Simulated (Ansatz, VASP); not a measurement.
## One calculation of Ta, two programs

File INCAR:

```
SYSTEM = Ta
PREC = Accurate
ENCUT = 520
EDIFF = 1E-7
ISMEAR = -1
SIGMA = 0.15
LREAL = .FALSE.
LASPH = .TRUE.
NELM = 100
ALGO = Normal
ISIF = 2
LWAVE = .FALSE.
LCHARG = .FALSE.
GGA = PE
NBANDS = 12
```

Contents of KPOINTS:

```
Automatic mesh
0
G
  10 10 10
  0 0 0
```

File POSCAR:

```
Ta
1.0
   -1.6730098603      1.6730098603      1.6730098603
    1.6730098603     -1.6730098603      1.6730098603
    1.6730098603      1.6730098603     -1.6730098603
Ta
1
Direct
    0.0000000000      0.0000000000      0.0000000000
```

Input for Ansatz:

```yaml
crystal:
  lattice:
    - [-1.6730098603401824, 1.6730098603401824, 1.6730098603401824]
    - [1.6730098603401824, -1.6730098603401824, 1.6730098603401824]
    - [1.6730098603401824, 1.6730098603401824, -1.6730098603401824]
  atoms:
    - { symbol: Ta, position: [0.0, 0.0, 0.0] }
basis:
  ecutwfc: 500.0
kpoints:
  mp_grid:
    grid: [10, 10, 10]
hamiltonian:
  xc: pbe
scf:
  occupations:
    method: fermi_dirac
    width: 0.15
output:
  stress: true
```

Alike in both runs: task single point; functional PBE; k mesh 10 × 10 × 10; occupations fermi-dirac, width 0.15 eV; no spin polarisation.

```csv
,VASP,Ansatz
version,VASP 6.6.1,Ansatz 0.2.0
potentials or method,"VASP PAW PBE potentials, release 64 (Ta_pv)","plane waves, PAW"
plane-wave cutoff (eV),520,500
valence electrons in the cell,11,13
```

|  | VASP | Ansatz | Ansatz less VASP |
| --- | --- | --- | --- |
| pressure (GPa) | -3.6 | -3.6 | -0.07 |

The functional is the same, so the differences come from potentials, cutoffs and numerics. The two sets of potentials don't hold the same shells in valence.

Spin-orbit coupling is left out, which matters for the levels of Ta.
